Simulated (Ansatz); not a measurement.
Set up this calculation in Ansatz 0.2.0, as the native input.

```yaml
Task: single point
Functional: PBE
Potentials_or_basis: Ansatz PAW
Cutoff: "420 eV (not typed: the program's choice for these potentials)"
k_mesh: 10 × 10 × 10
Occupations: gaussian, width 0.028 eV
Spin: no spin polarisation
```

Crystal: AlN.

```xyz
2
Lattice="0.0000 2.1840 2.1840 2.1840 0.0000 2.1840 2.1840 2.1840 0.0000" Properties=species:S:1:pos:R:3 pbc="T T T"
Al    0.0000    0.0000    0.0000
N     1.0920    1.0920    1.0920
```

Measurements of this composition are mostly on another form, of space group No. 186.

These files were run (other wordings do the same):

input.yaml

```yaml
crystal:
  lattice:
    - [0.0, 2.1839935596, 2.1839935596]
    - [2.1839935596, 0.0, 2.1839935596]
    - [2.1839935596, 2.1839935596, 0.0]
  atoms:
    - { symbol: Al, position: [0.0, 0.0, 0.0] }
    - { symbol: "N", position: [0.25, 0.25, 0.25] }
hamiltonian:
  xc: pbe
  pseudopotentials: { kind: paw }
kpoints:
  mp_grid: { grid: [10, 10, 10] }
scf:
  occupations: { method: gaussian, width: 0.028 }
output:
  forces: true
  stress: true
  eigenvalues: true
```

Potentials or basis: Ansatz PAW.

Run with:

```console
$ ansatz run input.yaml --threads 2 --pin off --max-ram 5632MiB --backend cpu --events-out ev --progress --plain --runs-dir out
```

Results of the run:

* Pressure: 4.9 GPa
* Band gap on the k mesh: 3.33 eV, indirect (least direct gap 4.19 eV)

Caveat: the pressure holds a Pulay correction of +0.5 GPa for the finite cutoff.

Run time: 1.3 s on 2 threads of Intel(R) Xeon(R) Processor @ 2.50GHz (Skylake/Cascade Lake) (shared host), peak memory 0.29 GiB.
